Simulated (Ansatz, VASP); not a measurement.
**Two plane-wave programs on TePb**

INCAR

```
  PREC = Accurate
  ENCUT = 520
  EDIFF = 1E-6
  ISMEAR = 0
  SIGMA = 0.05
  LREAL = F
  LASPH = T
  NELM = 100
  ALGO = Normal
  ISIF = 2
  LWAVE = F
  LCHARG = F
  GGA = PE
  IVDW = 12
  NBANDS = 17
```

The input KPOINTS:

```
Automatic mesh
0
Gamma
  6 6 6
```

Contents of POSCAR:

```
TePb
1.0
    0.0000000000      3.2310000000      3.2310000000
    3.2310000000      0.0000000000      3.2310000000
    3.2310000000      3.2310000000      0.0000000000
Te Pb
1 1
Direct
    0.5000000000      0.5000000000      0.5000000000
    0.0000000000      0.0000000000      0.0000000000
```

Input for Ansatz:

```yaml
crystal:
  lattice:
    - [0.0, 3.231, 3.231]
    - [3.231, 0.0, 3.231]
    - [3.231, 3.231, 0.0]
  atoms:
    - { symbol: Te, position: [0.5, 0.5, 0.5] }
    - { symbol: Pb, position: [0.0, 0.0, 0.0] }
basis:
  ecutwfc: 420
  ecutrho_ratio: 4
kpoints:
  mp_grid: { grid: [6, 6, 6] }
hamiltonian:
  xc: pbe
  dispersion: d3bj
scf:
  occupations: { method: gaussian, width: 0.05 }
output:
  forces: true
  stress: true
  eigenvalues: true
```

Alike in both runs: task single point; functional PBE; dispersion D3(BJ); k mesh 6 × 6 × 6; occupations gaussian, width 0.05 eV; no spin polarisation.

```csv
,VASP,Ansatz
version,VASP 6.6.1,Ansatz 0.2.0
potentials or method,"VASP PAW PBE potentials, release 64 (Te, Pb_d)","scalar-relativistic, plane waves, PAW"
plane-wave cutoff (eV),520,420
valence electrons in the cell,20,30
```

VASP gave:

```
gap on the k mesh at the Fermi level (eV) : 0.74
least direct gap on the mesh (eV)         : 0.74
pressure (GPa)                            : 0.1
```

**Question.** Estimate Ansatz's values.

**Answer.** gap on the k mesh at the Fermi level (eV): 0.73; least direct gap on the mesh (eV): 0.73; pressure (GPa): 0.2.

The two sets of potentials don't hold the same shells in valence.

Caveats: spin-orbit coupling is left out, which as a rule narrows the gap of such compounds by several tenths of an eV. A k mesh can miss the band edges.
